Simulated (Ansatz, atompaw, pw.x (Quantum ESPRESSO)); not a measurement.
What a changed setting does to a pw.x run (sc Si)

Potential: PAW, atompaw 4.2.0.5, PBE; core [Ne], reference 3s2 3p2; waves: 3s (bound): rc 2.65 bohr; 3s channel at 0.5 Ry: rc 2.65 bohr; 3p (bound): rc 2.45 bohr; 3p channel at 1.85 Ry: rc 2.65 bohr; 3d channel at 0.15 Ry: rc 2.65 bohr; 3d channel at 0.85 Ry: rc 2.65 bohr; local part: bessel scheme, radius 1.70 bohr; core correction: smooth core density matched at 2.00 bohr; augmentation: besselshape compensation charge, radius 2.55 bohr; PAW radius 2.65 bohr; waves and projectors: custom polynom2 7 10 vanderbiltortho.

The reference run (k-mesh 13³, cutoffs 40/400 Ry, Fermi–Dirac 0.01 Ry, mixing_beta 0.4, conv_thr 1e-9, no spin) gives -0.67 GPa at 16.322 Å³/atom, where all-electron LAPW gives -0.08 GPa. This run, with its own iteration cap, changes degauss to 0.002.

```
&control
  calculation='scf', prefix='x', pseudo_dir='./', outdir='./tmp', tstress=.true., disk_io='none'
/
&system
  ibrav=0, nat=1, ntyp=1, ecutwfc=40, ecutrho=400, nbnd=9,
  occupations='smearing', smearing='fd', degauss=0.002
/
&electrons
  conv_thr=1e-09, mixing_beta=0.4, electron_maxstep=50
/
ATOMIC_SPECIES
Si 1.0 Si.UPF
CELL_PARAMETERS angstrom
  2.53663389 0.00000000 0.00000000
  0.00000000 2.53663389 0.00000000
  0.00000000 0.00000000 2.53663389
ATOMIC_POSITIONS crystal
Si 0.0000 0.0000 0.0000
K_POINTS automatic
13 13 13 0 0 0
```

```bash
pw.x < Si.scf.in > Si.scf.out
```

**Question.** How does the run end?

**Answer.** It converges in 10 iterations; the free energy moves by +12.0 meV/atom and the pressure by -0.02 GPa. In a metal, with Fermi–Dirac smearing, F lies below its zero-width value by a term in the square of the width.

```
Message from routine setup:
     using ibrav=0 with symmetry is DISCOURAGED, use correct ibrav instead
     lattice parameter (alat)  =       4.7935  a.u.
     unit-cell volume          =     110.1463 (a.u.)^3
     number of electrons       =         4.00
     number of Kohn-Sham states=            9
     kinetic-energy cutoff     =      40.0000  Ry
     charge density cutoff     =     400.0000  Ry
     scf convergence threshold =      1.0E-09
     Exchange-correlation= SLA PW PBX PBC
     number of k points=    84  Fermi-Dirac smearing, width (Ry)=  0.0020
     iteration #  1     ecut=    40.00 Ry     beta= 0.40
     c_bands:  1 eigenvalues not converged
     total energy              =     -46.70241089 Ry
     estimated scf accuracy    <       0.00461608 Ry
     iteration #  2     ecut=    40.00 Ry     beta= 0.40
     total energy              =     -46.70281871 Ry
     estimated scf accuracy    <       0.00171199 Ry
     iteration #  3     ecut=    40.00 Ry     beta= 0.40
     total energy              =     -46.70292517 Ry
     estimated scf accuracy    <       0.00000692 Ry
     [... 4 iterations left out ...]
     iteration #  8     ecut=    40.00 Ry     beta= 0.40
     total energy              =     -46.70303974 Ry
     estimated scf accuracy    <       0.00000003 Ry
     iteration #  9     ecut=    40.00 Ry     beta= 0.40
     total energy              =     -46.70303974 Ry
     estimated scf accuracy    <          1.7E-09 Ry
     iteration # 10     ecut=    40.00 Ry     beta= 0.40
     the Fermi energy is     8.6188 ev
!    total energy              =     -46.70303974 Ry
     estimated scf accuracy    <          5.8E-10 Ry
     smearing contrib. (-TS)   =      -0.00002976 Ry
     convergence has been achieved in  10 iterations
          total   stress  (Ry/bohr**3)                   (kbar)     P=       -6.92
     Message from routine punch:
     Nothing written, as per user request (disk_io='none')
```

The run took about 19 s on one core of a shared host (Intel(R) Xeon(R) Platinum 8259CL CPU @ 2.50GHz, 96 threads, 755 GiB, load 122).
